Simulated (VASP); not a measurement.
ZnSe (strained zincblende), r²SCAN single-point calculation: VASP's output and Ansatz's

POSCAR

```
Zn Se
 1.0000000000000000
     0.0000000000000000    2.8324206844000002    2.7757722707000001
     2.8324206844000002    0.0000000000000000    2.7757722707000001
     2.8324206844000002    2.8324206844000002    0.0000000000000000
 Zn  Se
   1   1
Cartesian
  0.0000000000000000  0.0000000000000000  0.0000000000000000
  1.4162103421999999  1.4162103421999999  1.3878861353499998
```

VASP ran with the recommended PBE PAW datasets (18 valence electrons in the cell).

From OUTCAR

```
k-points           NKPTS =     59   k-points in BZ     NKDIM =     59   number of bands    NBANDS=     16

   NELECT =      18.0000    total number of electrons

   dimension x,y,z NGX =    30 NGY =   30 NGZ =   30
   dimension x,y,z NGXF=    60 NGYF=   60 NGZF=   60

  energy-cutoff  :      520.00
  volume of cell :       44.54
      direct lattice vectors                 reciprocal lattice vectors
     0.000000000  2.832420684  2.775772271    -0.176527450  0.176527450  0.180130051
     2.832420684  0.000000000  2.775772271     0.176527450 -0.176527450  0.180130051
     2.832420684  2.832420684  0.000000000     0.176527450  0.176527450 -0.180130051

 k-points in reciprocal lattice and weights: KPOINTS created by Atomic Simulation Env
   0.00000000  0.00000000  0.00000000       0.002
   0.12500000  0.00000000  0.00000000       0.016
   0.25000000  0.00000000  0.00000000       0.016
   0.37500000  0.00000000  0.00000000       0.016
   0.50000000  0.00000000  0.00000000       0.008
   0.12500000  0.12500000  0.00000000       0.004
   0.25000000  0.12500000  0.00000000       0.016
   0.37500000  0.12500000  0.00000000       0.016
   ...

 E-fermi :   1.6379

 k-point     1 :       0.0000    0.0000    0.0000
  band No.  band energies     occupation
      1     -12.3720      2.00000
      2      -5.2893      2.00000
      3      -5.2893      2.00000
      4      -5.2801      2.00000
      5      -4.8594      2.00000
      6      -4.8555      2.00000
      7       1.4622      2.00000
      8       1.4623      2.00000
      9       1.5367      2.00000
     10       3.4480      0.00000
     11       7.7899      0.00000
     12       7.8007      0.00000
     13       7.8008      0.00000
     14      12.1743      0.00000
     15      13.3734      0.00000
     16      13.7317      0.00000

 k-point     2 :       0.1250    0.0000    0.0000
  band No.  band energies     occupation
      1     -12.2635      2.00000
      2      -5.2798      2.00000
      3      -5.2721      2.00000
      4      -5.2639      2.00000
      5      -4.8603      2.00000
      6      -4.8574      2.00000
      7       0.2177      2.00000
      8       1.2965      2.00000
      9       1.3595      2.00000
     10       4.3662      0.00000
     11       7.7375      0.00000
     12       8.0619      0.00000
     13       8.0758      0.00000
     14      12.6179      0.00000
     15      12.8440      0.00000
     16      13.0935      0.00000

 k-point     3 :       0.2500    0.0000    0.0000
  band No.  band energies     occupation
      1     -11.9812      2.00000
      2      -5.2341      2.00000
      3      -5.2281      2.00000
      4      -5.2154      2.00000
      5      -4.8574      2.00000
      6      -4.8573      2.00000
      7      -1.6048      2.00000
      8       0.9412      2.00000
      9       1.0306      2.00000
     10       4.8214      0.00000
     11       8.4086      0.00000
     12       8.4481      0.00000
     13       8.6871      0.00000
     14      12.4793      0.00000
     15      12.5196      0.00000
     16      12.9171      0.00000

 k-point     4 :       0.3750    0.0000    0.0000
  band No.  band energies     occupation
      1     -11.6632      2.00000
      2      -5.2031      2.00000
      3      -5.1915      2.00000
      4      -5.0072      2.00000
      5      -4.8484      2.00000
      6      -4.8446      2.00000
      7      -3.1466      2.00000
      8       0.6304      2.00000
      9       0.7429      2.00000
     10       4.6699      0.00000
     11       8.3560      0.00000
     12       8.5111      0.00000
     13      10.1439      0.00000
     14      12.6301      0.00000
     15      13.7133      0.00000
     16      13.7825      0.00000

 k-point     5 :       0.5000    0.0000    0.0000
  band No.  band energies     occupation
      1     -11.5181      2.00000
      2      -5.1928      2.00000
      3      -5.1799      2.00000
      4      -4.8425      2.00000
      5      -4.8358      2.00000
      6      -4.6944      2.00000
      7      -3.9591      2.00000
      8       0.5112      2.00000
      9       0.6326      2.00000
     10       4.5757      0.00000
     11       8.2633      0.00000
     12       8.4396      0.00000
     13      10.6279      0.00000
     14      13.3067      0.00000
     15      15.2903      0.00000
     16      15.4919      0.00000

 k-point     6 :       0.1250    0.1250    0.0000
  band No.  band energies     occupation
      1     -12.2238      2.00000
      2      -5.2894      2.00000
      3      -5.2569      2.00000
      4      -5.2568      2.00000
      5      -4.8672      2.00000
      6      -4.8510      2.00000
      7       0.2892      2.00000
      8       1.0081      2.00000
      9       1.0081      2.00000
     10       4.8201      0.00000
     11       6.9790      0.00000
     12       8.5033      0.00000
     13       8.5034      0.00000
     14      11.6695      0.00000
     15      13.6104      0.00000
     16      13.6148      0.00000

 ...

  Total        0.3459978      0.3459978      0.5538644      0.0000000     -0.0000000      0.0000000
  in kB       12.4467094     12.4467094     19.9243731      0.0000000     -0.0000000      0.0000000
  external PRESSURE =      14.9392640 kB  Pullay stress =       0.0000000 kB

 POSITION                                       TOTAL-FORCE (eV/Angst)
 -----------------------------------------------------------------------------------
      0.00000      0.00000      0.00000         0.000000     -0.000000      0.000000
      1.41621      1.41621      1.38789        -0.000000      0.000000      0.000000
 -----------------------------------------------------------------------------------
    total drift:                                0.000026      0.000026      0.000024

  FREE ENERGIE OF THE ION-ELECTRON SYSTEM (eV)
  ---------------------------------------------------
  free  energy   TOTEN  =       -24.9035706915 eV

  energy  without entropy=      -24.9035706915  energy(sigma->0) =      -24.90357069
```

Datasets and cutoffs are each program's own. VASP's cell holds 18 valence electrons and Ansatz's 28. Ansatz's stress includes a Pulay correction; VASP's doesn't.

Task: What does Ansatz give for the same cell and level of theory?

Result: gap between bands v and c 1.91 eV; least direct gap 1.91 eV; pressure 1.4 GPa.

Ansatz printed

```
SCF 1 converged in 7 iterations: F = -8805.493301 eV  dr2 = 8.65e-8
  greatest PAW one-centre occupation: 1.000 electrons in one spin orbital (limit 2), on the Se atom at site 1 (counted from 0), in its partial waves of l = 2
NSCF: frozen V_eff on 6 k-points
SCF converged after 7 iterations
Free energy (F): -8805.493301 eV
Harris-Foulkes:  -8805.493301 eV  (|F-HF|=2.29e-8)
Internal energy: -8805.493301 eV  (E = F + TS)
E sigma→0 (E₀):  -8805.493301 eV
Fermi energy:    6.816880 eV
--- Per-component energies (eV) ---
  E_band       = -393.063441
  E_kinetic    = 250.073695
  E_local      = -4364.923064  (includes V_loc(G=0)·N_el)
  E_nonlocal   = 22.719227
  E_hartree    = 2027.142355
  E_xc         = -222.552969
  E_vxc        = -159.732924  (∫ρ·V_xc dr)
  E_paw        = -3775.178188  (= ΣΔE_a)
  E_vpaw       = -203.565207  (= ΣTr[D̂ρ^β])
  E_aug_tail   = -0.000233  (compensation charges beyond the density's cutoff)
  E_vtau       = 8.093866  (kinetic-family band-sum trace: ∫τ·v_τ [+ j·A + Jᵃ·Aᵃ] dr)
  E_ewald      = -2740.826734
  E_core_change = -1.947389  (= ΣΔE_core)
  E_smearing   = -0.000000  (= −TS)
  E_closure    = -0.000000  (closes the sum)
  Σ components = -8805.493301   (vs F -8805.493301, Δ=0.00e0)
--- Forces (eV/Å), atoms counted from 1 ---
  atom   1  Zn     0.00000000     0.00000000    -0.00000000
  atom   2  Se    -0.00000000    -0.00000000     0.00000000
  max |Σ_I F_I| component: 1.11e-16 eV/Å
--- Stress (GPa, compression-positive) ---
        1.155101      -0.000000       0.000000
       -0.000000       1.155101       0.000000
        0.000000       0.000000       1.867719
  P = ⅓ Tr σ = 1.3926 GPa (13.926 kbar)
--- Band table (eV; the first three rows and the last of 59) ---
  k-point 0: bands = ["-40.8556", "-40.8523", "-40.8523", "-40.8490", "-40.8450", "-7.0902", "-0.0062", "-0.0062", "0.0029", "0.4178", "0.4210", "6.7424", "6.7424", "6.8169", "8.7228", "13.0759", "13.0859", "13.0859"]
  k-point 1: bands = ["-40.8556", "-40.8523", "-40.8523", "-40.8490", "-40.8450", "-6.9814", "0.0033", "0.0109", "0.0191", "0.4169", "0.4191", "5.4982", "6.5765", "6.6395", "9.6403", "13.0204", "13.3471", "13.3614"]
  k-point 2: bands = ["-40.8555", "-40.8523", "-40.8522", "-40.8490", "-40.8450", "-6.6984", "0.0487", "0.0546", "0.0673", "0.4194", "0.4200", "3.6757", "6.2209", "6.3101", "10.0980", "13.6942", "13.7321", "13.9650"]
  k-point 58: bands = ["-40.8558", "-40.8518", "-40.8518", "-40.8488", "-40.8451", "-5.9188", "0.0353", "0.2752", "0.2752", "0.4746", "0.6287", "1.9596", "4.3791", "4.3791", "9.9923", "10.5072", "18.5713", "18.9785"]
```
